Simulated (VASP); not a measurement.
Crystal: Ti2O.

```
CELL_PARAMETERS angstrom
2.91940 0.00000 0.00000
-1.45970 2.52827 0.00000
0.00000 0.00000 4.71300
ATOMIC_POSITIONS crystal
Ti 0.33333 0.66667 0.72126
Ti 0.66667 0.33333 0.27874
O 0.00000 0.00000 0.00000
```

Program: VASP 6.6.1. Alike in all runs: task single point; potentials or basis VASP PAW LDA potentials, release 64 (Ti_sv, O); no spin polarisation; cell as given; k mesh 10 × 10 × 6; cutoff (eV) 520; smearing fermi-dirac 0.05 eV.

Task: Order these runs on this cell by their pressure, lowest first.
A. level LDA+U; U Ti d U = 3 eV
B. level LDA+U; U Ti d U = 4 eV
C. level LDA+U; U Ti d U = 5 eV
D. level LDA+U; U Ti d U = 2 eV
E. level LDA

Result: E (-1.2 GPa), D (4.2 GPa), A (6.9 GPa), B (9.7 GPa), C (12.6 GPa).

Caveats: U without spin polarisation on a metal has little footing (some runs).

Not every run made on this cell is shown here.
